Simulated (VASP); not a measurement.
# HC60N3 (a cell with a defect) in VASP: settings compared, part 2 of 2

VASP 6.6.1. The steps go on from the part before.

**3. Single point, LDA**

The input, INCAR:

```
SYSTEM = HC60N3
PREC = Accurate
ENCUT = 520
EDIFF = 1E-6
ISMEAR = 0
SIGMA = 0.03
LREAL = .False.
LASPH = .True.
NELM = 100
ALGO = Fast
ISIF = 2
LWAVE = .False.
LCHARG = .True.
GGA = CA
LELF = .True.
LVHAR = .True.
NBANDS = 166
```

The input, KPOINTS:

```
regular mesh
0
Gamma
  2 2 2
  0 0 0
```

The input, POSCAR:

```
HC60N3
1.0
    7.1400000000      0.0000000000      0.0000000000
    0.0000000000      7.1400000000      0.0000000000
    0.0000000000      0.0000000000      7.1400000000
H C N
1 60 3
Direct
    0.5512129100      0.5512129100      0.5512129100
    0.6319130000      0.6319130000      0.6319130000
    0.5014860000      0.7507060000      0.7507060000
    0.7507060000      0.5014860000      0.7507060000
    0.7507060000      0.7507060000      0.5014860000
    0.4950870000      0.2505090000      0.7494590000
    0.4950870000      0.7494590000      0.2505090000
    0.2505090000      0.4950870000      0.7494590000
    0.7494590000      0.4950870000      0.2505090000
    0.2505090000      0.7494590000      0.4950870000
    0.7494590000      0.2505090000      0.4950870000
    0.6235760000      0.3759650000      0.8734240000
    0.6235760000      0.8734240000      0.3759650000
    0.3759650000      0.6235760000      0.8734240000
    0.8734240000      0.6235760000      0.3759650000
    0.3759650000      0.8734240000      0.6235760000
    0.8734240000      0.3759650000      0.6235760000
    0.5050870000      0.2510410000      0.2510410000
    0.2510410000      0.5050870000      0.2510410000
    0.2510410000      0.2510410000      0.5050870000
    0.1273950000      0.6227350000      0.6227350000
    0.6227350000      0.1273950000      0.6227350000
    0.6227350000      0.6227350000      0.1273950000
    0.9999620000      0.4999560000      0.4999560000
    0.4999560000      0.9999620000      0.4999560000
    0.4999560000      0.4999560000      0.9999620000
    0.1278200000      0.3773090000      0.3773090000
    0.3773090000      0.1278200000      0.3773090000
    0.3773090000      0.3773090000      0.1278200000
    0.6239330000      0.8758650000      0.8758650000
    0.8758650000      0.6239330000      0.8758650000
    0.8758650000      0.8758650000      0.6239330000
    0.0011195000      0.7494200000      0.7494200000
    0.7494200000      0.0011195000      0.7494200000
    0.7494200000      0.7494200000      0.0011195000
    0.1237350000      0.3750450000      0.8761320000
    0.1237350000      0.8761320000      0.3750450000
    0.3750450000      0.1237350000      0.8761320000
    0.8761320000      0.1237350000      0.3750450000
    0.3750450000      0.8761320000      0.1237350000
    0.8761320000      0.3750450000      0.1237350000
    0.9987500000      0.2495250000      0.7493430000
    0.9987500000      0.7493430000      0.2495250000
    0.2495250000      0.9987500000      0.7493430000
    0.7493430000      0.9987500000      0.2495250000
    0.2495250000      0.7493430000      0.9987500000
    0.7493430000      0.2495250000      0.9987500000
    0.1237820000      0.1237820000      0.6246850000
    0.1237820000      0.6246850000      0.1237820000
    0.6246850000      0.1237820000      0.1237820000
    0.0017403000      0.2503660000      0.2503660000
    0.2503660000      0.0017403000      0.2503660000
    0.2503660000      0.2503660000      0.0017403000
    0.1249420000      0.8743930000      0.8743930000
    0.8743930000      0.1249420000      0.8743930000
    0.8743930000      0.8743930000      0.1249420000
    0.9999680000      0.9999680000      0.4998950000
    0.9999680000      0.4998950000      0.9999680000
    0.4998950000      0.9999680000      0.9999680000
    0.1254050000      0.1254050000      0.1254050000
    0.9997840000      0.9997840000      0.9997840000
    0.6351560000      0.3648080000      0.3648080000
    0.3648080000      0.6351560000      0.3648080000
    0.3648080000      0.3648080000      0.6351560000
```

Potentials or basis: VASP PAW LDA potentials, release 64 (H, C, N).

Command:

```bash
> cat potpaw_LDA.64/H/POTCAR potpaw_LDA.64/C/POTCAR potpaw_LDA.64/N/POTCAR > POTCAR
> mpirun -np 1 vasp_std > vasp.out
```

Wall time 4.1 min (1 thread of Intel Xeon 6975P-C (Granite Rapids), shared host); peak memory 0.41 GiB.

It converged, with:

```
Free energy            : -635.1784 eV
Pressure               : -12.5 GPa
Largest force          : 3.939 eV/Å
Band gap on the k mesh : 3.62 eV, indirect (least direct gap 3.69 eV)
```

Forces in eV/Å, atoms in the order of the input:
```
H   -2.274 -2.274 -2.274
C    2.171  2.171  2.171
C   -0.007  0.049  0.049
C    0.049 -0.007  0.049
C    0.049  0.049 -0.007
C   -0.070  0.081 -0.084
C   -0.070 -0.084  0.081
C    0.081 -0.070 -0.084
C   -0.084 -0.070  0.081
C    0.081 -0.084 -0.070
C   -0.084  0.081 -0.070
C   -0.002 -0.002  0.007
C   -0.002  0.007 -0.002
C   -0.002 -0.002  0.007
C    0.007 -0.002 -0.002
C   -0.002  0.007 -0.002
C    0.007 -0.002 -0.002
C    0.051  0.092  0.092
C    0.092  0.051  0.092
C    0.092  0.092  0.051
C   -0.010  0.002  0.002
C    0.002 -0.010  0.002
C    0.002  0.002 -0.010
C    0.009 -0.002 -0.002
C   -0.002  0.009 -0.002
C   -0.002 -0.002  0.009
C   -0.011 -0.003 -0.003
C   -0.003 -0.011 -0.003
C   -0.003 -0.003 -0.011
C    0.003 -0.007 -0.007
C   -0.007  0.003 -0.007
C   -0.007 -0.007  0.003
C    0.001  0.002  0.002
C    0.002  0.001  0.002
C    0.002  0.002  0.001
C    0.000  0.000  0.001
C    0.000  0.001  0.000
C    0.000  0.000  0.001
C    0.001  0.000  0.000
C    0.000  0.001  0.000
C    0.001  0.000  0.000
C    0.001  0.004  0.001
C    0.001  0.001  0.004
C    0.004  0.001  0.001
C    0.001  0.001  0.004
C    0.004  0.001  0.001
C    0.001  0.004  0.001
C   -0.001 -0.001  0.006
C   -0.001  0.006 -0.001
C    0.006 -0.001 -0.001
C   -0.005 -0.003 -0.003
C   -0.003 -0.005 -0.003
C   -0.003 -0.003 -0.005
C   -0.001 -0.001 -0.001
C   -0.001 -0.001 -0.001
C   -0.001 -0.001 -0.001
C   -0.001 -0.001 -0.005
C   -0.001 -0.005 -0.001
C   -0.005 -0.001 -0.001
C   -0.002 -0.002 -0.002
C    0.003  0.003  0.003
N    0.199 -0.130 -0.130
N   -0.130  0.199 -0.130
N   -0.130 -0.130  0.199
```

Stress tensor (GPa, compression positive):
```
-12.52  -0.23  -0.23
 -0.23 -12.52  -0.23
 -0.23  -0.23 -12.52
```

Levels at points of the mesh, in eV from the valence-band top:
| k point | band 125 | band 126 | band 127 | band 128 | band 129 | band 130 | band 131 | band 132 |
| --- | --- | --- | --- | --- | --- | --- | --- | --- |
| (0.00, 0.00, 0.00) | -1.47 | -0.41 | 0.00 | 0.00 | 3.69 | 3.85 | 3.85 | 4.05 |
| (0.50, 0.00, 0.00) | -1.77 | -1.17 | -0.66 | -0.53 | 3.62 | 3.75 | 4.59 | 4.97 |
| (0.50, 0.50, 0.00) | -1.32 | -1.23 | -0.51 | -0.28 | 4.93 | 4.96 | 5.17 | 5.40 |
| (0.50, 0.50, 0.50) | -2.09 | -1.01 | -0.39 | -0.39 | 4.85 | 4.85 | 5.05 | 5.37 |

Caveat: the k mesh is coarse (spacing up to 0.44 Å⁻¹), so the values aren't converged. LDA gaps usually lie below the measured ones, often by a third to a half.

**4. Single point, r2SCAN**

Edit INCAR of step 3 so:

```diff
@@ -9,3 +9,3 @@
 NELM = 100
-ALGO = Fast
+ALGO = Normal
 ISIF = 2
@@ -13,3 +13,4 @@
 LCHARG = .True.
-GGA = CA
+METAGGA = R2SCAN
+LMIXTAU = .True.
 LELF = .True.
```

KPOINTS is that of step 3.

POSCAR is that of step 3.

Potentials or basis: VASP PAW PBE potentials, release 64 (H, C, N).

Command:

```bash
> cat potpaw_PBE.64/H/POTCAR potpaw_PBE.64/C/POTCAR potpaw_PBE.64/N/POTCAR > POTCAR
> mpirun -np 1 vasp_std > vasp.out
```

Run time: 13 min. Hardware: 1 thread of Intel Xeon 6975P-C (Granite Rapids), shared host; peak memory 0.53 GiB.

Results (log left out):

```
Free energy            : -617.2399 eV
Pressure               : -2.4 GPa
Largest force          : 3.184 eV/Å
Band gap on the k mesh : 3.93 eV, indirect (least direct gap 4.00 eV)
```

Forces in eV/Å, atoms in the order of the input:
```
H   -1.838 -1.838 -1.838
C    1.681  1.681  1.681
C    0.012  0.050  0.050
C    0.050  0.012  0.050
C    0.050  0.050  0.012
C   -0.012 -0.017  0.013
C   -0.012  0.013 -0.017
C   -0.017 -0.012  0.013
C    0.013 -0.012 -0.017
C   -0.017  0.013 -0.012
C    0.013 -0.017 -0.012
C   -0.013  0.012  0.000
C   -0.013  0.000  0.012
C    0.012 -0.013  0.000
C    0.000 -0.013  0.012
C    0.012  0.000 -0.013
C    0.000  0.012 -0.013
C   -0.004 -0.008 -0.008
C   -0.008 -0.004 -0.008
C   -0.008 -0.008 -0.004
C    0.002 -0.022 -0.022
C   -0.022  0.002 -0.022
C   -0.022 -0.022  0.002
C    0.012  0.000  0.000
C    0.000  0.012  0.000
C    0.000  0.000  0.012
C    0.002  0.021  0.021
C    0.021  0.002  0.021
C    0.021  0.021  0.002
C   -0.019 -0.009 -0.009
C   -0.009 -0.019 -0.009
C   -0.009 -0.009 -0.019
C    0.004  0.014  0.014
C    0.014  0.004  0.014
C    0.014  0.014  0.004
C    0.009  0.023 -0.007
C    0.009 -0.007  0.023
C    0.023  0.009 -0.007
C   -0.007  0.009  0.023
C    0.023 -0.007  0.009
C   -0.007  0.023  0.009
C    0.002 -0.012  0.008
C    0.002  0.008 -0.012
C   -0.012  0.002  0.008
C    0.008  0.002 -0.012
C   -0.012  0.008  0.002
C    0.008 -0.012  0.002
C    0.007  0.007 -0.011
C    0.007 -0.011  0.007
C   -0.011  0.007  0.007
C   -0.005 -0.018 -0.018
C   -0.018 -0.005 -0.018
C   -0.018 -0.018 -0.005
C    0.004 -0.005 -0.005
C   -0.005  0.004 -0.005
C   -0.005 -0.005  0.004
C   -0.001 -0.001 -0.004
C   -0.001 -0.004 -0.001
C   -0.004 -0.001 -0.001
C    0.004  0.004  0.004
C    0.001  0.001  0.001
N    0.005  0.042  0.042
N    0.042  0.005  0.042
N    0.042  0.042  0.005
```

Stress tensor (GPa, compression positive):
```
-2.40 -0.34 -0.34
-0.34 -2.40 -0.34
-0.34 -0.34 -2.40
```

Levels at points of the mesh, in eV from the valence-band top:
| k point | band 125 | band 126 | band 127 | band 128 | band 129 | band 130 | band 131 | band 132 |
| --- | --- | --- | --- | --- | --- | --- | --- | --- |
| (0.00, 0.00, 0.00) | -1.59 | -0.38 | 0.00 | 0.00 | 4.00 | 4.16 | 4.16 | 4.39 |
| (0.50, 0.00, 0.00) | -1.87 | -1.30 | -0.80 | -0.65 | 3.93 | 4.06 | 4.94 | 5.34 |
| (0.50, 0.50, 0.00) | -1.31 | -1.22 | -0.58 | -0.34 | 5.34 | 5.38 | 5.60 | 5.84 |
| (0.50, 0.50, 0.50) | -2.14 | -1.14 | -0.50 | -0.50 | 5.25 | 5.25 | 5.44 | 5.80 |

Caveat: the k mesh is coarse (spacing up to 0.44 Å⁻¹), so the values aren't converged; the PAW data sets were made with another functional, which shifts forces and pressure a little. r2SCAN opens gaps a little over a GGA but as a rule still falls short of measured ones.

**5. Overview**

| level | potentials or basis | gap on the mesh (eV) | pressure (GPa) | largest force (eV/Å) |
| --- | --- | --- | --- | --- |
| PBE | VASP PAW PBE potentials, release 64 (H, C, N) | 3.67 | 1.5 | 3.48 |
| LDA | VASP PAW LDA potentials, release 64 (H, C, N) | 3.62 | -12.5 | 3.94 |
| r2SCAN | VASP PAW PBE potentials, release 64 (H, C, N) | 3.93 | -2.4 | 3.18 |

Alike in all rows: task single point; no spin polarisation; cell as given; k mesh 2 × 2 × 2; cutoff (eV) 520; smearing gaussian 0.03 eV; the mesh is coarse, so values aren't converged.

Caveats: all runs use coarse meshes; the PAW data sets were made with another functional, which shifts forces and pressure a little (some runs).

Total energies depend on the potentials used, so only differences within one code and one set of settings carry meaning.
